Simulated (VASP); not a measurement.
Here is a VASP 6.6.1 calculation.

The input INCAR:

```
ALGO = Normal
EDIFF = 1E-7
ENCUT = 520
ISIF = 2
ISMEAR = -1
LASPH = True
LCHARG = False
LMIXTAU = True
LREAL = False
LWAVE = False
METAGGA = SCAN
NBANDS = 11
NELM = 60
PREC = Accurate
SIGMA = 0.05
```

The input KPOINTS:

```
k-points
0
Gamma
  10 10 10
```

File POSCAR:

```
BP
1.0
    0.0000000000      2.2690000000      2.2690000000
    2.2690000000      0.0000000000      2.2690000000
    2.2690000000      2.2690000000      0.0000000000
P B
1 1
Direct
    0.7500000000      0.7500000000      0.7500000000
    0.0000000000      0.0000000000      0.0000000000
```

KPOINTS_OPT

```
path GXWKGLUWLK,UX
10
line-mode
reciprocal
 0.0000000000  0.0000000000  0.0000000000  G
 0.5000000000  0.0000000000  0.5000000000  X

 0.5000000000  0.0000000000  0.5000000000  X
 0.5000000000  0.2500000000  0.7500000000  W

 0.5000000000  0.2500000000  0.7500000000  W
 0.3750000000  0.3750000000  0.7500000000  K

 0.3750000000  0.3750000000  0.7500000000  K
 0.0000000000  0.0000000000  0.0000000000  G

 0.0000000000  0.0000000000  0.0000000000  G
 0.5000000000  0.5000000000  0.5000000000  L

 0.5000000000  0.5000000000  0.5000000000  L
 0.6250000000  0.2500000000  0.6250000000  U

 0.6250000000  0.2500000000  0.6250000000  U
 0.5000000000  0.2500000000  0.7500000000  W

 0.5000000000  0.2500000000  0.7500000000  W
 0.5000000000  0.5000000000  0.5000000000  L

 0.5000000000  0.5000000000  0.5000000000  L
 0.3750000000  0.3750000000  0.7500000000  K

 0.6250000000  0.2500000000  0.6250000000  U
 0.5000000000  0.0000000000  0.5000000000  X
```

Potentials or basis: VASP PAW PBE potentials, release 64 (P, B).

The run is started by

```sh
$ cat potpaw_PBE.64/P/POTCAR potpaw_PBE.64/B/POTCAR > POTCAR
$ mpirun -np 1 vasp_std > vasp.out
```

Problem. What does it give for the pressure?

Solution. -1.7 GPa.

Problem. Estimate the band gap along the path.

Solution. 1.55 eV, indirect (least direct gap 3.79 eV).

Problem. Predict the band gap on the k mesh.

Solution. 1.54 eV, indirect (least direct gap 3.79 eV).

Levels at the corners of the path, in eV from the valence-band top:
```tsv
point	band 1	band 2	band 3	band 4	band 5	band 6	band 7	band 8	band 9
Γ	-16.09	0.00	0.00	0.00	3.79	3.79	3.79	8.15	12.27
X	-10.99	-8.98	-4.25	-4.25	1.64	1.99	13.12	13.12	16.38
X	-10.99	-8.98	-4.25	-4.25	1.64	1.99	13.12	13.12	16.38
W	-10.71	-8.46	-5.81	-5.62	5.79	7.20	7.92	8.08	13.77
W	-10.71	-8.46	-5.81	-5.62	5.79	7.20	7.92	8.08	13.77
K	-11.00	-8.55	-6.39	-3.62	2.49	6.49	10.53	11.46	12.46
K	-11.00	-8.55	-6.39	-3.62	2.49	6.49	10.53	11.46	12.46
Γ	-16.09	0.00	0.00	0.00	3.79	3.79	3.79	8.15	12.27
Γ	-16.09	0.00	0.00	0.00	3.79	3.79	3.79	8.15	12.27
L	-12.63	-9.36	-1.82	-1.82	4.23	5.15	5.15	10.90	15.51
L	-12.63	-9.36	-1.82	-1.82	4.23	5.15	5.15	10.90	15.51
U	-11.00	-8.55	-6.39	-3.62	2.49	6.49	10.53	11.46	12.46
U	-11.00	-8.55	-6.39	-3.62	2.49	6.49	10.53	11.46	12.46
W	-10.71	-8.46	-5.81	-5.62	5.79	7.20	7.92	8.08	13.77
W	-10.71	-8.46	-5.81	-5.62	5.79	7.20	7.92	8.08	13.77
L	-12.63	-9.36	-1.82	-1.82	4.23	5.15	5.15	10.90	15.51
L	-12.63	-9.36	-1.82	-1.82	4.23	5.15	5.15	10.90	15.51
K	-11.00	-8.55	-6.39	-3.62	2.49	6.49	10.53	11.46	12.46
U	-11.00	-8.55	-6.39	-3.62	2.49	6.49	10.53	11.46	12.46
X	-10.99	-8.98	-4.25	-4.25	1.64	1.99	13.12	13.12	16.38
```

Caveat: the PAW data sets were made with another functional, which shifts forces and pressure a little. SCAN opens gaps a little over a GGA but as a rule still falls short of measured ones.
